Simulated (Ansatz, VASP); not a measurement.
## Two plane-wave programs on Nb

File INCAR:

```
ALGO = Normal
EDIFF = 1E-6
EDIFFG = -0.005
ENCUT = 600
GGA = PE
IBRION = 2
ISIF = 3
ISMEAR = 0
IVDW = 12
LASPH = True
LCHARG = False
LREAL = False
LWAVE = False
NELM = 80
NSW = 100
PREC = Accurate
SIGMA = 0.1
```

Contents of KPOINTS:

```
k-points
0
Gamma
  18 18 18
```

The input POSCAR:

```
Nb
1.0
   -1.6351093854      1.6351093854      1.6351093854
    1.6351093854     -1.6351093854      1.6351093854
    1.6351093854      1.6351093854     -1.6351093854
Nb
1
Direct
    0.0000000000      0.0000000000      0.0000000000
```

Input for Ansatz:

```yaml
crystal:
  lattice:
    - [-1.6351093854, 1.6351093854, 1.6351093854]
    - [1.6351093854, -1.6351093854, 1.6351093854]
    - [1.6351093854, 1.6351093854, -1.6351093854]
  atoms:
    - { symbol: Nb, position: [0.0, 0.0, 0.0] }
basis:
  ecutwfc: 420
kpoints:
  mp_grid: { grid: [18, 18, 18] }
hamiltonian:
  xc: pbe
  dispersion: d3bj
scf:
  occupations: { method: gaussian, width: 0.1 }
output:
  forces: true
  stress: true
  eigenvalues: true
  write_density: true
  write_potential: true
  elf: true
  volumetric_format: npy
relax:
  adjacent_minimum: "off"
  f_tol: 0.005
  max_steps: 80
  cell: { stress_tol: 0.05 }
```

Alike in both runs: task relaxation of cell and atoms; functional PBE; dispersion D3(BJ); k mesh 18 × 18 × 18; occupations gaussian, width 0.1 eV; no spin polarisation.

|  | VASP | Ansatz |
| --- | --- | --- |
| version | VASP 6.6.1 | Ansatz 0.2.0 |
| potentials or method | VASP PAW PBE potentials, release 64 (Nb_sv) | scalar-relativistic, plane waves, PAW |
| plane-wave cutoff (eV) | 600 | 420 |
| valence electrons in the cell | 13 | 13 |

```tsv
	VASP	Ansatz	Ansatz less VASP
gap on the k mesh at the Fermi level, each at its own relaxed structure (eV)	none	none	-
relaxed volume (Å³/atom)	17.40	17.43	+0.030
relaxed cell length with the largest relative difference (Å)	2.827	2.829	+0.0016
```

A gap of «none» marks a metal or a gap that the smearing closes.

Caveats: pairwise dispersion overbinds metals, which lowers pressure and volume.
